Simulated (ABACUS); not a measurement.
## Nb: equation of state with RPBE

**What was measured.**

“Pressure effects on the electronic structure and superconductivity of (TaNb)0.67(HfZrTi)0.33 high entropy alloy”, 2019, arxiv:1910.08312 quotes, for a bulk crystal of Nb: bulk modulus 169 GPa.

Nb:

```
Nb
1.0
    -1.66395    1.66395    1.66395
     1.66395   -1.66395    1.66395
     1.66395    1.66395   -1.66395
Nb
1
Cartesian
  0.0000 0.0000 0.0000
```

- Program: ABACUS 3.10.1
- Task: equation of state
- Functional: RPBE
- Potentials or basis: SG15 ONCV 1.2 PBE
- Cutoff: 1116 eV
- Density cutoff: 4463 eV
- Basis: plane waves
- k mesh: 9 × 9 × 9
- Occupations: fermi-dirac, width 0.05 eV
- Spin: no spin polarisation
- Radial cutoff of the potentials (pseudo_rcut): 10 bohr
- SCF threshold on the density: 1e-08
- Max SCF steps: 100
- Eigensolver: dav
- Mixing: broyden
- Mixing share: 0.7
- Symmetry key: 1
- Bands: 11

| Quantity | Value |
| --- | --- |
| Equilibrium volume | 18.42 Å³/atom |
| Bulk modulus | 164 GPa |
| Pressure derivative of the bulk modulus | 3.6 (rough: it moves with the points fitted) |

Energy against volume, from the lowest point:
| volume (Å³/atom) | energy (meV/atom) |
| --- | --- |
| 17.322 | 33.14 |
| 18.060 | 0.00 |
| 18.797 | 0.02 |
| 19.534 | 27.65 |

All runs of the series together: 8.2 s on 4 threads of Intel(R) Xeon(R) Platinum 8488C (Sapphire Rapids) (shared host).

Measured bulk modulus of Nb: 169 GPa (quoted in “Pressure effects on the electronic structure and superconductivity of (TaNb)0.67(HfZrTi)0.33 high entropy alloy”, 2019, arxiv:1910.08312). This calculation gives 164 GPa (-2.9 %). The fit is for a static lattice scaled at fixed shape and fixed fractional positions.

Caveat: the potentials were made for another functional, which shifts forces and pressure.
